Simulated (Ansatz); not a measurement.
A series in wave cutoff on BAs

One setting of a density functional single point varied, free energy counted from the run at the reference value, pressure positive in compression; periodic cell, basis, potentials, k mesh and filling as listed. The results are calculated, by Ansatz 0.2.0.

Structure of every row (space group F-43m, No. 216):
```
BAs
1.0
      0.0000     2.3885     2.3885
      2.3885     0.0000     2.3885
      2.3885     2.3885     0.0000
B As
1 1
Direct
  0.00000 0.00000 0.00000
  0.25000 0.25000 0.25000
```

Settings of every row: functional PBEsol; dispersion none; potentials PAW; k mesh 8x8x8; k shift 0x0x0; occupations methfessel paxton; smearing width 0.05 eV; spin none; varied setting wave cutoff; reference wave cutoff 550 eV.

Limits of some rows: cutoff under the advised one (row 1, 2, 3).

| row | wave cutoff (eV) | energy less reference (meV/atom) |
| --- | --- | --- |
| 1 | 300 | 58.1 |
| 2 | 350 | 9.95 |
| 3 | 400 | ? |
| 4 | 450 | 0.43 |
| 5 | 500 | 0.11 |
| 6 | 550 | 0 |

Question: what energy less reference should row 3 give?

Worked fit of energy less reference. Measure energy less reference from the row at the highest cutoff, 0.00 meV/atom, and take the logarithm of what remains: 300 → 4.06, 350 → 2.30, 450 → -0.84, 500 → -2.21. A straight line through these is ln|rest| = 13.371 − 0.03136 × cutoff, so the rest falls by a factor of e every 31.9 eV; from 4 rows that is a rough guide, not a law, and the row at the highest cutoff isn't the limit itself. At 400 eV the line gives ln|rest| = 0.827, a rest of 2.29 meV/atom, and so 0.00 + 2.29 = 2.29 meV/atom.

The calculation gave 1.82 meV/atom. The fit lies 0.47 meV/atom (26 % of the value, 0.81 % of the column's range) above it; its largest miss of a shown row is 5.49 meV/atom.
